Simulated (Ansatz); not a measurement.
# Hf/SiC/Zr: conductance against the thickness of the layer, part 6 of 7

How fast does the current through Hf/SiC/Zr fall with each added layer? The lower electrode is Hf hcp(0001), the upper one Zr hcp(0001); the barrier is SiC zinc blende(111) (whole bilayers). In the first transport cell, after relaxation, the nearest pair of electrode and barrier is Hf–C at 2.19 Å, along the normal, at the lower face and Zr–Si at 3.07 Å, at a slant, at the upper one. All share a net of side 3.2 Å, which strains the lower electrode by +0.0 %, the upper one by -0.9 % and the barrier by +3.3 %, against typed lattice constants near PBE's. The first steps treat the bulk electrodes alone.

Ansatz 0.2.0; PBE DFT, plane waves, PAW files (the session's first sound run).

So far, transmission at the Fermi level (a spin, zone mean): step 5 (the open system: T(E)) 0.0484; step 6 (conductance on a fine mesh, atomic planes in the barrier 4, gap between the …) 0.122; step 7 (conductance on a fine mesh, 28 atoms) 0.0567; step 10 (conductance, atomic planes in the barrier 14, gap between the electrodes 20.3 Å) 6.7e-4; step 11 (conductance, atomic planes in the barrier 16, gap between the electrodes 22.81 Å) 2.3e-4.

## (12) Conductance, atomic planes in the barrier 18, gap between the electrodes 25.31 Å

Level of this step: PBE DFT, plane waves, PAW files; ballistic transmission by layer matching between semi-infinite leads (Ansatz).

System of this step: Hf/SiC/Zr. The cell holds 40 atoms: 11 Hf, 9 C, 9 Si and 11 Zr. Cell: a = 3.200 Å, b = 3.200 Å, c = 90.762 Å, α = 90.0°, β = 90.0°, γ = 120.0°. Regions: left electrode, 11 atoms (11 Hf); barrier, 18 atoms (9 C and 9 Si); right electrode, 11 atoms (11 Zr). Vacuum lies along c.

Barrier layers are added or taken out in the middle, and the relaxed faces stay.

Contents of input.yaml:

```yaml
crystal:
  lattice:
    - [3.2, 0.0, 0.0]
    - [-1.6, 2.7712812921, 0.0]
    - [0.0, 0.0, 90.7616417555]
  atoms:
    - { symbol: Hf, position: [0.33333333, 0.66666667, 0.0771250923] }
    - { symbol: Hf, position: [0.0, 0.0, 0.1051026558] }
    - { symbol: Hf, position: [0.33333333, 0.66666667, 0.1330802192] }
    - { symbol: Hf, position: [0.0, 0.0, 0.1610577826] }
    - { symbol: Hf, position: [0.33333333, 0.66666667, 0.189035346] }
    - { symbol: Hf, position: [0.0, 0.0, 0.2170129095] }
    - { symbol: Hf, position: [0.33333333, 0.66666667, 0.2449904729] }
    - { symbol: Hf, position: [0.0, 0.0, 0.2729680363] }
    - { symbol: Hf, position: [0.33333333, 0.66666667, 0.3009455997] }
    - { symbol: Hf, position: [0.0, 0.0, 0.3289231632] }
    - { symbol: Hf, position: [0.33333333, 0.66666667, 0.3573475955] }
    - { symbol: C, position: [0.33333333, 0.66666667, 0.3814410984] }
    - { symbol: Si, position: [0.66666667, 0.33333333, 0.3876020025] }
    - { symbol: C, position: [0.66666667, 0.33333333, 0.4088321101] }
    - { symbol: Si, position: [0.0, 0.0, 0.415360479] }
    - { symbol: C, position: [0.0, 0.0, 0.4364340407] }
    - { symbol: Si, position: [0.33333333, 0.66666667, 0.4429624096] }
    - { symbol: C, position: [0.33333333, 0.66666667, 0.4640359713] }
    - { symbol: Si, position: [0.66666667, 0.33333333, 0.4705643402] }
    - { symbol: C, position: [0.66666667, 0.33333333, 0.4916379019] }
    - { symbol: Si, position: [0.0, 0.0, 0.4981662708] }
    - { symbol: C, position: [0.0, 0.0, 0.5192398325] }
    - { symbol: Si, position: [0.33333333, 0.66666667, 0.5257682014] }
    - { symbol: C, position: [0.33333333, 0.66666667, 0.5468417631] }
    - { symbol: Si, position: [0.66666667, 0.33333333, 0.553370132] }
    - { symbol: C, position: [0.66666667, 0.33333333, 0.5744436937] }
    - { symbol: Si, position: [0.0, 0.0, 0.5809720626] }
    - { symbol: C, position: [0.0, 0.0, 0.6020456243] }
    - { symbol: Si, position: [0.33333333, 0.66666667, 0.6092830116] }
    - { symbol: Zr, position: [0.66666667, 0.33333333, 0.6362332663] }
    - { symbol: Zr, position: [0.33333333, 0.66666667, 0.6641517481] }
    - { symbol: Zr, position: [0.66666667, 0.33333333, 0.6928987658] }
    - { symbol: Zr, position: [0.33333333, 0.66666667, 0.7216457835] }
    - { symbol: Zr, position: [0.66666667, 0.33333333, 0.7503928013] }
    - { symbol: Zr, position: [0.33333333, 0.66666667, 0.779139819] }
    - { symbol: Zr, position: [0.66666667, 0.33333333, 0.8078868367] }
    - { symbol: Zr, position: [0.33333333, 0.66666667, 0.8366338545] }
    - { symbol: Zr, position: [0.66666667, 0.33333333, 0.8653808722] }
    - { symbol: Zr, position: [0.33333333, 0.66666667, 0.8941278899] }
    - { symbol: Zr, position: [0.66666667, 0.33333333, 0.9228749077] }
kpoints:
  mp_grid: { grid: [12, 12, 1] }
scf:
  occupations: { method: fermi_dirac, width: 0.1 }
  max_iter: 150
hamiltonian:
  xc: pbe
output:
  transmission:
    kmesh: [30, 30]
    e_range: [-0.26, 0.27]
    de: 0.0375
    leads: [[4, 6], [34, 36]]
```

Run with:

```sh
$ ansatz run input.yaml --threads 4 --pin off --max-ram 12288MiB --backend cpu --events-out ev --progress --plain --runs-dir out
```

Numbers of over 12 decimals in the logs are rounded to 6 here.

Output:

```text
[...]
Crystal: 40 atoms, lattice volume = 804.883 Å³
Basis set: ecut = 420 eV, 15951 PW (Γ)
Bands: 294, of which v1, the nominal top of the filled ones, is band 245 counted from 1 (244 counted from 0)
Symmetry: 6 space group operations
[...]
k-points: 19 of 144 (time reversal used)
[...]
channels       : 6.733333e-1 a spin
[...]
slowest decay  : 0.0561 /Å at (0.2000, 0.0000)
[...]
filled         : 41.0 meV under the level at which it is neutral
    channels       : 6.688889e-1 a spin
[...]
slowest decay  : 0.0316 /Å at (0.2000, 0.2000)
  junction   : crystal 0 to crystal 1, 19.12 to 67.50 Å
    transmission   : 7.598112e-5 a spin
[...]
resistance     : 1.4715e1 Ω µm² beyond half of each lead's own
[key lines of the parts left out:]
SCF converged after 12 iterations
Free energy (F): -226937.962149 eV
Fermi energy:    12.391599 eV
```

The job ended after 13 min (4 threads of Arm Neoverse V1, shared host; peak memory 6.2 GiB; 42 min of CPU time).

G = 6.8e10 S/m² (1/G = 14.7 Ω µm²), 0.34 times the step before of this kind. The largest error estimate is 104 %, from the leads' potential steps. In the worse lead the potential repeats within 87 meV, which the program flags as too much for a lead, so G carries that doubt.

## (13) The series together

Times are for 4 threads of Arm Neoverse V1, shared host. Results by setting:

```
no.  gap between the electrodes (Å)  junction conductance (S/m²)  resistance-area product beyond the leads (Ω um²)     time  memory (GiB)
  1                            7.78                      1.02e14                                          0.008066  8.2 min           4.6
  2                           10.28                      4.81e13                                           0.01909  9.5 min           4.9
  3                           12.79                      1.91e13                                           0.05069   10 min           5.1
  4                            17.8                      1.87e12                                            0.5326   11 min           5.6
  5                            20.3                      5.95e11                                             1.678   12 min           5.8
  6                           22.81                      2.01e11                                             4.969   14 min           5.9
  7                           25.31                      6.80e10                                             14.71   13 min           6.2
```

The runs together. Transmission, zone mean against energy, zero at the Fermi level:

```
energy (eV)   7.78   10.28   12.79     20.3   22.81   25.31
     -0.260  0.116  0.0676  0.0296  0.00160  6.0e-4  2.3e-4
     -0.223  0.107  0.0630  0.0280  0.00139  5.0e-4  1.8e-4
     -0.185  0.104  0.0647  0.0301  0.00163  5.9e-4  2.1e-4
     -0.147  0.107  0.0633  0.0294  0.00143  5.0e-4  1.8e-4
     -0.110  0.110  0.0600  0.0252  0.00105  3.6e-4  1.3e-4
     -0.072  0.110  0.0568  0.0239   9.4e-4  3.2e-4  1.1e-4
     -0.035  0.113  0.0559  0.0241   8.2e-4  2.8e-4  9.7e-5
      0.003  0.122  0.0567  0.0228   6.7e-4  2.3e-4  7.6e-5
      0.040  0.121  0.0544  0.0201   5.3e-4  1.7e-4  5.7e-5
      0.077  0.111  0.0486  0.0166   4.2e-4  1.4e-4  4.3e-5
      0.115  0.126  0.0522  0.0162   3.3e-4  1.0e-4  3.1e-5
      0.152  0.125  0.0554  0.0158   2.7e-4  8.4e-5  2.3e-5
      0.190  0.123  0.0564  0.0164   2.4e-4  7.7e-5  1.9e-5
      0.228  0.125  0.0536  0.0146   2.2e-4  6.6e-5  1.6e-5
      0.265  0.130  0.0566  0.0162   2.1e-4  6.0e-5  1.5e-5
```

## (14) Fit against thickness

This step: Fit of the logarithm of the conductance against the barrier's thickness, from PBE DFT, plane waves, PAW files (Ansatz 0.2.0).

No new run: the logarithm is fitted against the thickness.

Numbers from this step:

```
decay constant of the conductance : 0.43 Å⁻¹
r.m.s. misfit of ln G             : 0.13
```

From the end points alone, β = ln(1.02e+14 / 6.8e+10) / 17.53 Å = 7.32 / 17.53 Å = 0.42 Å⁻¹. One end point carries an error estimate of 104 %; a factor of 2.0 on it would move β by 0.04 Å⁻¹.

## (15) The same cell, other settings, 28 atoms

This step: PBE DFT, plane waves, PAW files; ballistic transmission by layer matching between semi-infinite leads; changed: output.transmission.e_range = [-5, 2], output.transmission.de = 0.1, output.transmission.leads = null (Ansatz 0.2.0).

System of this step: Hf/SiC/Zr. The cell holds 28 atoms: 11 Hf, 3 C, 3 Si and 11 Zr. Cell: a = 3.200 Å, b = 3.200 Å, c = 75.730 Å, α = 90.0°, β = 90.0°, γ = 120.0°. Regions: left electrode, 11 atoms (11 Hf); barrier, 6 atoms (3 C and 3 Si); right electrode, 11 atoms (11 Zr). Vacuum lies along c.

This run repeats an earlier one, its twin (the spectrum run, 6 atomic planes between the electrodes), with two settings changed (output.transmission.e_range, output.transmission.leads; files written aside). It is meant to test what the energy window and step decide and whether the program finds a usable lead, or takes the one named. Where the input is shown as a difference, that is against the step before, not the twin.

Contents of input.yaml:

```yaml
crystal:
  lattice:
    - [3.2, 0.0, 0.0]
    - [-1.6, 2.7712812921, 0.0]
    - [0.0, 0.0, 75.7304625315]
  atoms:
    - { symbol: Hf, position: [0.33333333, 0.66666667, 0.0924330813] }
    - { symbol: Hf, position: [0.0, 0.0, 0.1259637043] }
    - { symbol: Hf, position: [0.33333333, 0.66666667, 0.1594943273] }
    - { symbol: Hf, position: [0.0, 0.0, 0.1930249503] }
    - { symbol: Hf, position: [0.33333333, 0.66666667, 0.2265555733] }
    - { symbol: Hf, position: [0.0, 0.0, 0.2600861963] }
    - { symbol: Hf, position: [0.33333333, 0.66666667, 0.2936168193] }
    - { symbol: Hf, position: [0.0, 0.0, 0.3271474423] }
    - { symbol: Hf, position: [0.33333333, 0.66666667, 0.3606780653] }
    - { symbol: Hf, position: [0.0, 0.0, 0.3942086883] }
    - { symbol: Hf, position: [0.33333333, 0.66666667, 0.428274876] }
    - { symbol: C, position: [0.33333333, 0.66666667, 0.45715052] }
    - { symbol: Si, position: [0.66666667, 0.33333333, 0.4645342563] }
    - { symbol: C, position: [0.66666667, 0.33333333, 0.4899781709] }
    - { symbol: Si, position: [0.0, 0.0, 0.4978023074] }
    - { symbol: C, position: [0.0, 0.0, 0.5230586045] }
    - { symbol: Si, position: [0.33333333, 0.66666667, 0.5317324873] }
    - { symbol: Zr, position: [0.66666667, 0.33333333, 0.5640318986] }
    - { symbol: Zr, position: [0.33333333, 0.66666667, 0.5974917133] }
    - { symbol: Zr, position: [0.66666667, 0.33333333, 0.6319445139] }
    - { symbol: Zr, position: [0.33333333, 0.66666667, 0.6663973145] }
    - { symbol: Zr, position: [0.66666667, 0.33333333, 0.7008501151] }
    - { symbol: Zr, position: [0.33333333, 0.66666667, 0.7353029157] }
    - { symbol: Zr, position: [0.66666667, 0.33333333, 0.7697557163] }
    - { symbol: Zr, position: [0.33333333, 0.66666667, 0.8042085169] }
    - { symbol: Zr, position: [0.66666667, 0.33333333, 0.8386613175] }
    - { symbol: Zr, position: [0.33333333, 0.66666667, 0.8731141181] }
    - { symbol: Zr, position: [0.66666667, 0.33333333, 0.9075669187] }
kpoints:
  mp_grid: { grid: [12, 12, 1] }
scf:
  occupations: { method: fermi_dirac, width: 0.1 }
  max_iter: 150
hamiltonian:
  xc: pbe
output:
  transmission: { kmesh: [12, 12], e_range: [-5, 2], de: 0.1 }
  dos: { projected: true, e_range: [-6, 5], de: 0.05 }
  write_potential: true
  write_density: true
  volumetric_format: npy
```

Output:

```text
[...]
Crystal: 28 atoms, lattice volume = 671.585 Å³
Basis set: ecut = 420 eV, 13297 PW (Γ)
Bands: 266, of which v1, the nominal top of the filled ones, is band 221 counted from 1 (220 counted from 0)
Symmetry: 6 space group operations
[...]
k-points: 19 of 144 (time reversal used)
[...]
SCF iter   1: F=—  HF=-221616.258648 eV  |F-HF|=—  |Δ(HF+E_count)|=         —  Δρ=1.22e-2  dr2=5.88e2  ethr=1.77e-3  ⟨swp⟩=6.5  Hψ=18190  notcnv=0  defer=5
[...]
SCF iter  10: F=-221615.497458 eV  HF=-221615.497458 eV  |F-HF|=2.83e-8  |Δ(HF+E_count)|=   4.83e-8  Δρ=9.63e-7  dr2=2.91e-8  ethr=2.26e-11  ⟨swp⟩=3.8  Hψ=11777  notcnv=0
SCF 1 converged in 10 iterations: F = -221615.497458 eV  dr2 = 2.91e-8
[...]
transmission: 349 of 3477 steps passed
transmission: 697 of 3477 steps passed
[...]
transmission: 3477 of 3477 steps passed
[...]
SCF converged after 10 iterations
Free energy (F): -221615.497458 eV
[...]
Internal energy: -221614.647887 eV  (E = F + TS)
E sigma→0 (E₀):  -221615.072672 eV
Entropy (-TS):   -0.849571 eV (-30.342 meV/atom)
Fermi energy:    12.956163 eV
[...]
--- Band table (eV; the first three rows and the last of 19) ---
  k-point 0: bands = [... 217 lower, 13.7587, 13.7587, 13.7722, 13.7722, 13.8016, 13.8034, 13.8034, 13.8387, ... 41 higher]
  k-point 1: bands = [... 217 lower, 13.5402, 13.5423, 13.5968, 13.6291, 13.6550, 13.6787, 13.7005, 13.7120, ... 41 higher]
  k-point 2: bands = [... 217 lower, 13.0530, 13.0765, 13.1517, 13.1680, 13.2558, 13.2662, 13.3148, 13.3944, ... 41 higher]
  k-point 18: bands = [... 217 lower, 12.0996, 12.2416, 12.6550, 12.7793, 12.8254, 12.8297, 12.9305, 12.9742, ... 41 higher]
--- Transmission ---
  basis      : 85 plane waves across, 124 finite elements along
  points     : 19, standing for a mesh of 12 x 12
[...]
channels       : 7.083333e-1 a spin
[...]
slowest decay  : 0.1010 /Å at (0.1667, 0.0833)
[...]
channels       : 5.972222e-1 a spin
[...]
slowest decay  : 0.0336 /Å at (0.3333, 0.1667)
  junction   : crystal 0 to crystal 1, 19.12 to 52.47 Å
    transmission   : 4.839127e-2 a spin
[...]
junction   : crystal 0 to crystal 0, 19.12 to 89.78 Å
    transmission   : 2.507390e-8 a spin
[...]
junction   : crystal 1 to crystal 0, 57.69 to 89.78 Å
    transmission   : 2.694475e-7 a spin
[...]
junction   : crystal 1 to crystal 1, 57.69 to 128.20 Å
    transmission   : 7.643109e-9 a spin
[...]
```

Wall time 8.2 min (4 threads); peak memory 5.8 GiB; 32 min of CPU time.

This number moved little. The transmission at the Fermi level, both spins, is 0.0968 against 0.0968 in the twin: no change within 1 %.

The two runs compared:

```
                                           quantity  this run  sound run  difference
transmission at the Fermi level (a spin, zone mean)  0.048391   0.048390      1.1e-6
```

[end of part 6 of 7]

[Logs are printed without paths, hosts, clocks, repeated set-up lines and the standing remarks that a program may print on its own settings, such as how far it seeks lower states.]

[Hosts, paths, dates, database ids (printed as entryN), source tags and the programs' standing remarks are cut or masked in the printed files.]
